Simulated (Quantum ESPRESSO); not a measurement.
## FeO: phonons with LDA

The system is FeO.

```
Fe O
1.0
     2.61247    0.00000    0.00000
     0.00000    2.61247    0.00000
     0.00000    0.00000    2.61247
Fe O
1 1
Direct
  0.00000 0.00000 0.00000
  0.50000 0.50000 0.50000
```

The cell comes from a database or a generator and needn't be the stable form of this composition.

```json
{
  "Program": "Quantum ESPRESSO 7.5",
  "Task": "phonons",
  "Functional": "LDA",
  "Potentials or basis": "GBRV 1.5 LDA",
  "Cutoff": "762 eV",
  "Density cutoff": "6095 eV",
  "k mesh": "8 × 8 × 8, shifted",
  "Occupations": "fermi-dirac, width 0.05 eV",
  "Spin": "collinear spin, ferromagnetic start",
  "Starting moments": "[3.0, 0.0] μB",
  "Form of the LDA correlation": "PZ81",
  "Mixing beta": "0.3",
  "Most SCF iterations": "120",
  "SCF threshold": "4e-10 Ry"
}
```

```
Pressure after relaxing                               : -8.8 GPa
Band gap on the k mesh                                : none (metal or under the smearing width)
Net moment                                            : 4.00 μB per cell
Absolute moment                                       : 4.00 μB per cell
Site moments                                          : Fe +3.41; O +0.43 μB
Valence electrons inside the program's atomic spheres : Fe 13.79; O 6.00
Highest phonon frequency at the q point run           : 411 cm⁻¹
Most unstable mode                                    : 238i cm⁻¹
```

Levels at points of the mesh, in eV from the Fermi level:
Spin up:
```
           k point  band 10  band 11  band 12  band 13  band 14  band 15  band 16  band 17
(0.06, 0.06, 0.06)    -3.25    -2.24    -2.24    -2.10     1.43    14.70    14.70    18.96
```
Spin down:
```csv
k point,band 6,band 7,band 8,band 9,band 10,band 11,band 12,band 13
"(0.06, 0.06, 0.06)",-3.07,-3.01,-3.01,-1.52,-1.52,1.31,1.31,1.36
```

Phonon frequencies in cm⁻¹ (negative: imaginary):
| q point | frequencies |
| --- | --- |
| (0.500, 0.500, 0.000) | -238 60 168 168 411 411 |

Phonon modes at q = (0.500, 0.500, 0.000) in reciprocal lattice units:
| mode | symmetry | cm⁻¹ |
| --- | --- | --- |
| 1 | B_1u | -238 |
| 2 | A_2u | 60 |
| 3 | E_u | 168 |
| 4 | E_u | 168 |
| 5 | E_u | 411 |
| 6 | E_u | 411 |

It took 6.2 min on 1 thread of Arm Neoverse V1 (shared host), peak memory 0.13 GiB.

Caveat: the mesh is thin for the phonons of a metal; some modes are imaginary; the cell is more than 3 GPa from zero pressure, which shifts response properties; a cell with one magnetic atom can't hold antiferromagnetic order, which such compounds often take; semilocal functionals often make such compounds metallic where correlation or magnetic order opens a gap, which also shifts bond lengths. With open d or f shells a metallic result of LDA can be an artefact of self-interaction; +U or a hybrid may open a gap.
